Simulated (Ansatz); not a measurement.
# Elastic constants of AgCl: input and output

The calculation used DFT PBE, scalar-relativistic, plane waves, PAW in Ansatz.

Launched with:
```bash
ansatz run input.yaml --threads 1 --pin off --max-ram 1228MiB --backend cpu --events-out ev --progress --plain --runs-dir out
```

Input (bare energies are in eV):
```yaml
crystal:
  lattice:
    - [0.0, 3.0207, 3.0207]
    - [3.0207, 0.0, 3.0207]
    - [3.0207, 3.0207, 0.0]
  atoms:
    - { symbol: Ag, position: [0.0, 0.0, 0.0] }
    - { symbol: Cl, position: [0.25, 0.25, 0.25] }
basis:
  ecutwfc: 420
kpoints:
  mp_grid: { grid: [8, 8, 8] }
hamiltonian:
  xc: pbe
scf:
  occupations: { method: fixed }
output:
  forces: true
  stress: true
  eigenvalues: true
  polarization: {}
elastic:
  mode: relaxed_ion
  stencil: two_point
```

From the output:
```
--- Elastic constants: 2 strain directions × 2 members + reference (group order 24) ---
  dense FFT box of the reference and of every strained cell: 30×30×30
  strains applied: 11, 23; error gains: componentwise 1.00 (the most a stress slope's error grows in a printed constant), spectral 1.73 (1 for all six strains in a standard setting)
  C = ∂σ_k/∂η_j (tension-positive GPa; Voigt order 11 22 33 23 13 12):
        33.416     30.255     30.255     -0.000      0.000      0.000
        30.255     33.416     30.255     -0.000      0.000      0.000
        30.255     30.255     33.416     -0.000      0.000      0.000
         0.000     -0.000     -0.000      5.374     -0.000     -0.000
         0.000      0.000     -0.000      0.000      5.374     -0.000
        -0.000      0.000     -0.000      0.000     -0.000      5.374
  reference stress σ⁰ (GPa):     -0.267     -0.267     -0.267     -0.000      0.000      0.000
  C* (energy form; C + prestress term) asymmetry max|C*_kj − C*_jk| = 1.066e-14 GPa — a small one proves nothing (zero by symmetry where the batch's group is 432, −43m or m−3m); a large one is finite-difference/SCF noise where every solve ...
  moduli (Voigt/Reuss/Hill, GPa): K = 31.31/31.31/31.31   G = 3.86/2.74/3.30   E = 9.56   ν = 0.449
  mechanically stable: yes (min eigenvalue of sym C = 3.16 GPa)
  e, the proper piezoelectric tensor (elastic.mode: relaxed_ion; C/m²; rows x y z; Voigt order 11 22 33 23 13 12):
      -0.00000   -0.00000   -0.00000    0.37781   -0.00000    0.00000
      -0.00000    0.00000   -0.00000   -0.00000    0.37781   -0.00000
       0.00000   -0.00000   -0.00000    0.00000   -0.00000    0.37781
  ±, each entry's uncertainty from the finite density of the strings (C/m²), an estimate: the size of the correction for it that the entry includes:
       0.00000    0.00000    0.00000    0.00018    0.00000    0.00000
       0.00000    0.00000    0.00000    0.00000    0.00018    0.00000
       0.00000    0.00000    0.00000    0.00000    0.00000    0.00018
  the group's symmetry takes up to 9.6e-9 C/m² out of the measured responses: error of the strings' finite density and of the mesh across them, as far as it breaks the symmetry (raise kpoints.mp_grid and any string_points); the largest step ...
  strain η (Voigt 11):  stress-route row diagonal C_11 = 33.42 GPa, energy-path curvature d²(F+E_count+ΔE)/dδ²/Ω₀ = 33.43 GPa
         δ    σ_11 (GPa) F (eV) n_scf n_hpsi n_pw
    -2.000e-3      -0.3341       -8670.9478115       9   21652   1090   relax 0 steps, max|allowed force component| 1.91e-17 eV/Å
     2.000e-3      -0.2004       -8670.9481782       8   21397   1098   relax 0 steps, max|allowed force component| 3.56e-17 eV/Å
  strain η (Voigt 23):  stress-route row diagonal C_44 = 5.37 GPa, energy-path curvature d²(F+E_count+ΔE)/dδ²/Ω₀ = 5.52 GPa
         δ    σ_23 (GPa) F (eV) n_scf n_hpsi n_pw
    -2.000e-3      -0.0107       -8670.9480128       9   28266   1094   relax 3 steps, max|allowed force component| 6.83e-8 eV/Å
     2.000e-3       0.0107       -8670.9480128       9   28258   1094   relax 3 steps, max|allowed force component| 6.89e-8 eV/Å
--- Formal polarisation (Berry phase): one branch of a lattice of values; only differences between neighbouring runs are physical ---
  axis mesh electronic ionic p = total spread (rad) least overlap resolved gap  δp at fixed H ≤   (phases in cycles; p mod 1; gap in eV; gap and δp judge the states as solved, not the mesh's step, its ...
  b1    8×8×8           0.00000000     1.75000000     1.75000000      0.110637         0.9272        1.2842           3.1e-6
  b2    8×8×8          -0.00000000     1.75000000     1.75000000      0.110637         0.9272        1.2842           3.1e-6
  b3    8×8×8           0.00000000     1.75000000     1.75000000      0.110637         0.9272        1.2842           3.1e-6
  quantum along a1:   0.07749431 e/Å² =   124.159571 µC/cm²
  quantum along a2:   0.07749431 e/Å² =   124.159571 µC/cm²
  quantum along a3:   0.07749431 e/Å² =   124.159571 µC/cm²
  P = (  0.19178863,   0.19178863,   0.19178863) e/Å² = (  307.279262,   307.279262,   307.279262) µC/cm²  (mod the quanta)
```

The cell is the ideal cubic zincblende prototype; this isn't the usual structure of the compound.